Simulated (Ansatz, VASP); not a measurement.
## One calculation of HfB2, two programs

Contents of INCAR:

```
SYSTEM = HfB2
ALGO     = Normal         ! electronic algorithm
EDIFF    = 1E-6           ! SCF threshold, eV
EDIFFG   = -0.002         ! ionic threshold
ENCUT    = 600            ! plane-wave cutoff, eV
GGA      = PS             ! functional
IBRION   = 2              ! ionic algorithm
ISIF     = 3              ! what is computed and relaxed
ISMEAR   = 0              ! smearing method
LASPH    = .True.         ! aspherical terms in the spheres
LCHARG   = .False.        ! write CHGCAR
LREAL    = .False.        ! projectors in reciprocal space
LWAVE    = .False.        ! write WAVECAR
NELM     = 100            ! most SCF steps
NSW      = 100            ! ionic steps
PREC     = Accurate       ! precision mode
SIGMA    = 0.1            ! smearing width, eV
```

The input KPOINTS:

```
k-points
0
Gamma
  15 15 12
  0 0 0
```

POSCAR

```
HfB2
1.0
    3.1326790800      0.0000000000      0.0000000000
   -1.5663395400      2.7129796700      0.0000000000
    0.0000000000      0.0000000000      3.4792139900
Hf B
1 2
Direct
    0.0000000000      0.0000000000      0.0000000000
    0.3333333300      0.6666666700      0.5000000000
    0.6666666700      0.3333333300      0.5000000000
```

Input for Ansatz:

```yaml
crystal:
  lattice:
    - [3.13267908, 0.0, 0.0]
    - [-1.56633954, 2.71297967, 0.0]
    - [0.0, 0.0, 3.47921399]
  atoms:
    - { symbol: Hf, position: [0.0, 0.0, 0.0] }
    - { symbol: B, position: [0.33333333, 0.66666667, 0.5] }
    - { symbol: B, position: [0.66666667, 0.33333333, 0.5] }
basis:
  ecutwfc: 420
kpoints:
  mp_grid: { grid: [15, 15, 12] }
hamiltonian:
  xc: pbesol
scf:
  occupations: { method: gaussian, width: 0.1 }
output:
  forces: true
  stress: true
  eigenvalues: true
relax:
  adjacent_minimum: "off"
  f_tol: 0.002
  max_steps: 80
  cell: { stress_tol: 0.02 }
```

The cell comes from a database or a generator and needn't be the stable form of this composition.

Alike in both runs: task relaxation of cell and atoms; functional PBEsol; k mesh 15 × 15 × 12; occupations gaussian, width 0.1 eV; no spin polarisation.

```csv
,VASP,Ansatz
version,VASP 6.6.1,Ansatz 0.2.0
potentials or method,"VASP PAW PBE potentials, release 64 (Hf_pv, B)","scalar-relativistic, plane waves, PAW"
plane-wave cutoff (eV),600,420
valence electrons in the cell,16,32
```

Ansatz gave:

- gap on the k mesh at the Fermi level, each at its own relaxed structure (eV): none
- relaxed volume (Å³/atom): 9.73
- relaxed cell length with the largest relative difference (Å): 3.447
- energy change over the relaxation (meV/atom): -2

Question: Which values does VASP return?

Answer: gap on the k mesh at the Fermi level, each at its own relaxed structure (eV): none; relaxed volume (Å³/atom): 9.73; relaxed cell length with the largest relative difference (Å): 3.449; energy change over the relaxation (meV/atom): -2.

A gap of «none» marks a metal or a gap that the smearing closes. The two sets of potentials don't hold the same shells in valence.

Caveats: the PAW data sets were made with another functional, which shifts forces and pressure a little (VASP). Spin-orbit coupling is left out, which matters for the levels of Hf.
